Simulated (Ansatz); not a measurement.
input.yaml (Ansatz)

```yaml
crystal:
  lattice:
    - [0.0, 5.2146939669, 5.2146939669]
    - [5.2146939669, 0.0, 5.2146939669]
    - [5.2146939669, 5.2146939669, 0.0]
  atoms:
    - { symbol: Ba, position: [0.125, 0.125, 0.125] }
    - { symbol: Ba, position: [0.875, 0.875, 0.875] }
hamiltonian:
  xc: rpbe
  pseudopotentials:
    kind: paw
    azcp:
      Ba: "pseudopotentials/Ba.paw.azcp"
basis:
  ecutwfc: 420
  fft_grid_basis: typed
kpoints:
  mp_grid: { grid: [9, 9, 9], shift: [0, 0, 0] }
magnetization:
  spin_polarized: false
scf:
  occupations: { method: fermi_dirac, width: 0.1 }
output:
  write_density: true
  write_potential: true
  elf: true
  volumetric_format: npy
```

Terminal output

```
Engine: ansatz 0.2.0, aarch64-unknown-linux-gnu
Pseudopotentials: kind: paw
Pseudopotential: Ba, paw, valence charge 10, recommended cutoff 420 eV (normal) 
Functional definition: RPBE
  parameter kappa = 0.804
  parameter beta = 0.06672455060314922
  exchange = rpbe_x(kappa = kappa, mu = beta*pi^2/3)
  correlation = pbe_c(beta = beta)
Crystal: 2 atoms, lattice volume = 283.607 Å³
Basis set: ecut = 420 eV, 5577 PW (Γ)
Bands: 14, of which v1, the nominal top of the filled ones, is band 10 counted from 1 (9 counted from 0)
Symmetry: 48 space group operations
Space group: Fd-3m (ITA 227), of the structure as read, at distance tolerance 6.6e-5 Å
k-points: 35 of 729
Non-local potential: Ba, projectors of the file, l = 0: 3, l = 1: 2, l = 2: 2, l = 3: 2
PAW form: soft (Blöchl's): semilocal exchange-correlation on the pseudo side does not see the compensation charge
PAW frozen core: Ba, regenerated for the run's functional, and the local potential with it (the file was generated under x = pbe(κ = 0.804, μ = 0.2195149727645171), c = pbe(β = 0.06672455060314922))
PAW one-centre angular grid: Ba, 194 points (default); XC on 64 Gauss nodes
Initial density: superposition of atomic densities (neutral atoms: chi_scale 0, normalization atom), corrected by the library's trained network
Initial wavefunctions: pseudopotential atomic-orbital guess
Functional: x = rpbe, c = pbe(β = 0.06672455060314922)
SCF iter   1: F=—  HF=-11916.459717 eV  |F-HF|=—  |Δ(HF+E_count)|=         —  Δρ=1.29e-3  dr2=2.01e-2  ethr=1.77e-3  ⟨swp⟩=9.1  Hψ=8319  notcnv=0
automatic band count: the SCF goes on with 18 bands, as 14 were too few: the levels above may hold too much charge
SCF iter   2: F=—  HF=-11916.475786 eV  |F-HF|=—  |Δ(HF+E_count)|=   1.61e-2  Δρ=6.72e-4  dr2=7.25e-3  ethr=1.00e-4  ⟨swp⟩=3.0  Hψ=1458  notcnv=0
SCF iter   3: F=—  HF=-11916.483909 eV  |F-HF|=—  |Δ(HF+E_count)|=   8.12e-3  Δρ=3.60e-4  dr2=2.09e-3  ethr=3.62e-5  ⟨swp⟩=2.1  Hψ=787  notcnv=0
SCF iter   4: F=—  HF=-11916.485381 eV  |F-HF|=—  |Δ(HF+E_count)|=   1.47e-3  Δρ=1.24e-4  dr2=5.89e-5  ethr=1.05e-5  ⟨swp⟩=3.1  Hψ=1192  notcnv=0
SCF iter   5: F=—  HF=-11916.485614 eV  |F-HF|=—  |Δ(HF+E_count)|=   2.33e-4  Δρ=3.84e-5  dr2=1.65e-5  ethr=2.95e-7  ⟨swp⟩=2.2  Hψ=1180  notcnv=0
SCF iter   6: F=—  HF=-11916.485641 eV  |F-HF|=—  |Δ(HF+E_count)|=   2.71e-5  Δρ=5.16e-6  dr2=1.47e-7  ethr=8.23e-8  ⟨swp⟩=3.2  Hψ=1118  notcnv=0
SCF iter   7: F=-11916.485642 eV  HF=-11916.485642 eV  |F-HF|=1.44e-8  |Δ(HF+E_count)|=   6.60e-7  Δρ=1.06e-6  dr2=6.12e-9  ethr=5.00e-10  ⟨swp⟩=6.6  Hψ=2921  notcnv=0
SCF 1 converged in 7 iterations: F = -11916.485642 eV  dr2 = 6.12e-9
SCF converged after 7 iterations
Free energy (F): -11916.485642 eV
Harris-Foulkes:  -11916.485642 eV  (|F-HF|=1.44e-8)
Internal energy: -11916.254195 eV  (E = F + TS)
E sigma→0 (E₀):  -11916.369919 eV
Entropy (-TS):   -0.231446 eV (-115.723 meV/atom)
Fermi energy:    1.538218 eV
--- Per-component energies (eV) ---
  E_band       = -274.469248
  E_kinetic    = 328.959654
  E_local      = -1243.882102  (includes V_loc(G=0)·N_el)
  E_nonlocal   = 112.725180
  E_hartree    = 430.065414
  E_xc         = -330.478899
  E_vxc        = -262.252413  (∫ρ·V_xc dr)
  E_paw        = -10469.799208  (= ΣΔE_a)
  E_vpaw       = -70.149616  (= ΣTr[D̂ρ^β])
  E_aug_tail   = -0.000003  (compensation charges beyond the density's cutoff)
  E_ewald      = -743.744337
  E_core_change = -0.099895  (= ΣΔE_core)
  E_smearing   = -0.231446  (= −TS)
  E_closure    = -0.000000  (closes the sum)
  Σ components = -11916.485642   (vs F -11916.485642, Δ=0.00e0)
--- Band table (eV; the first three rows and the last of 35) ---
  k-point 0: bands = ["-28.5341", "-28.5125", "-13.7181", "-13.7181", "-13.7181", "-13.6110", "-13.6110", "-13.6110", "-0.4111", "1.9331", "1.9331", "1.9331", "1.9705", "1.9705", "2.6823", "2.6823", "2.6823", "4.1202"]
  k-point 1: bands = ["-28.5336", "-28.5129", "-13.7194", "-13.7194", "-13.7174", "-13.6118", "-13.6097", "-13.6097", "-0.3532", "1.8783", "1.8783", "1.9011", "2.0506", "2.0506", "2.5438", "2.6802", "2.6802", "4.0984"]
  k-point 2: bands = ["-28.5323", "-28.5143", "-13.7224", "-13.7224", "-13.7157", "-13.6140", "-13.6066", "-13.6066", "-0.1867", "1.8067", "1.8516", "1.8516", "2.1230", "2.1230", "2.2388", "2.7060", "2.7060", "4.0227"]
  k-point 34: bands = ["-28.5247", "-28.5219", "-13.7388", "-13.7365", "-13.6746", "-13.6560", "-13.5926", "-13.5904", "0.8212", "1.1588", "1.5660", "1.6038", "2.1562", "2.1588", "2.2938", "2.5338", "3.2692", "3.3397"]
```
